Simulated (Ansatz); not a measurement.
An Ansatz input and the part of its output that reports the observables at the nuclei.

The cell is a Materials Project structure (computed, not necessarily an observed phase), relaxed with PBE at fixed cell and then changed (volume scaled by 1.04).

```yaml
crystal:
  lattice:
    - [3.8551607577, 0.0, 0.0]
    - [-1.9275803788, 3.3386671519, 0.0]
    - [0.0, 0.0, 25.2438133436]
  atoms:
    - { symbol: Zn, position: [0.3333333333, 0.6666666667, 0.12511841] }
    - { symbol: Zn, position: [0.0, 0.0, 0.00015897] }
    - { symbol: Zn, position: [0.6666666667, 0.3333333333, 0.62504747] }
    - { symbol: Zn, position: [0.6666666667, 0.3333333333, 0.8751387] }
    - { symbol: Zn, position: [0.0, 0.0, 0.75002227] }
    - { symbol: Zn, position: [0.3333333333, 0.6666666667, 0.50007816] }
    - { symbol: Zn, position: [0.0, 0.0, 0.37508794] }
    - { symbol: Zn, position: [0.6666666667, 0.3333333333, 0.25012849] }
    - { symbol: S, position: [0.6666666667, 0.3333333333, 0.34372199] }
    - { symbol: S, position: [0.6666666667, 0.3333333333, 0.71858116] }
    - { symbol: S, position: [0.3333333333, 0.6666666667, 0.21873405] }
    - { symbol: S, position: [0.0, 0.0, 0.84367239] }
    - { symbol: S, position: [0.6666666667, 0.3333333333, 0.96881275] }
    - { symbol: S, position: [0.0, 0.0, 0.09372606] }
    - { symbol: S, position: [0.3333333333, 0.6666666667, 0.59368598] }
    - { symbol: S, position: [0.0, 0.0, 0.46868621] }
kpoints:
  mp_grid: { grid: [8, 8, 2] }
scf:
  occupations: { method: fermi_dirac, width: 0.02 }
hamiltonian:
  xc: pbe
  pseudopotentials: { kind: paw }
output:
  forces: true
  stress: true
  populations: true
  efg:
    quadrupole_moments_barn: { Zn: 0.122, S: -0.0694 }
    contact_densities: true
```

```sh
ansatz run input.yaml --threads 1 --pin off --max-ram 3072MiB --backend cpu --events-out ev --progress --plain --runs-dir out
```

Of the output, the block on the nuclei alone is shown; the set-up, the SCF iterations, energies, forces and stress are cut. One atom of each set with nearly equal values is shown.

```
--- PAW observables at the nuclei: V_zz in 10²¹ V/m², potentials from the cell's mean, atoms counted from 1 ---
  atom   1  Zn V_zz =    +0.005045   η = 0.0000   by run symmetry: allowed   C_q = +0.0149 MHz
            electrostatic potential = -3941.223423 V   contact ρ = 166603.171717 e/Å³
  atom   2  Zn V_zz =    +0.036749   η = 0.0000   by run symmetry: allowed   C_q = +0.1084 MHz
            electrostatic potential = -3941.229766 V   contact ρ = 166603.037899 e/Å³
  atom   3  Zn V_zz =    -0.006890   η = 0.0000   by run symmetry: allowed   C_q = -0.0203 MHz
            electrostatic potential = -3941.207610 V   contact ρ = 166603.178038 e/Å³
  atom   4  Zn V_zz =    -0.053498   η = 0.0000   by run symmetry: allowed   C_q = -0.1578 MHz
            electrostatic potential = -3941.219958 V   contact ρ = 166602.947771 e/Å³
  atom   5  Zn V_zz =    -0.082443   η = 0.0000   by run symmetry: allowed   C_q = -0.2432 MHz
            electrostatic potential = -3941.206230 V   contact ρ = 166603.099456 e/Å³
  atom   6  Zn V_zz =    +0.000513   η = 0.0000   by run symmetry: allowed   C_q = +0.0015 MHz
            electrostatic potential = -3941.212519 V   contact ρ = 166603.174937 e/Å³
  atom   8  Zn V_zz =    -0.005498   η = 0.0000   by run symmetry: allowed   C_q = -0.0162 MHz
            electrostatic potential = -3941.220614 V   contact ρ = 166603.175457 e/Å³
  atom   9  S  V_zz =    +0.084069   η = 0.0000   by run symmetry: allowed   C_q = -0.1411 MHz
            electrostatic potential = -1632.635579 V   contact ρ = 19765.421331 e/Å³
  atom  10  S  V_zz =    +0.134161   η = 0.0000   by run symmetry: allowed   C_q = -0.2251 MHz
            electrostatic potential = -1632.626301 V   contact ρ = 19765.396073 e/Å³
  atom  11  S  V_zz =    +0.092095   η = 0.0000   by run symmetry: allowed   C_q = -0.1545 MHz
            electrostatic potential = -1632.640184 V   contact ρ = 19765.424878 e/Å³
  atom  12  S  V_zz =    +0.294779   η = 0.0000   by run symmetry: allowed   C_q = -0.4947 MHz
            electrostatic potential = -1632.647476 V   contact ρ = 19765.381407 e/Å³
  atom  13  S  V_zz =    +0.230821   η = 0.0000   by run symmetry: allowed   C_q = -0.3873 MHz
            electrostatic potential = -1632.654905 V   contact ρ = 19765.401106 e/Å³
  atom  14  S  V_zz =    +0.089745   η = 0.0000   by run symmetry: allowed   C_q = -0.1506 MHz
            electrostatic potential = -1632.642576 V   contact ρ = 19765.418140 e/Å³
```

The run took 87 s of wall time (87 s of CPU time) and 0.72 GiB at its peak, on 1 thread of Arm Neoverse V1 (aarch64; 8 cores open to the job, memory cap 3.0 GiB, no GPU), a shared host with a load of 0.5 a core.
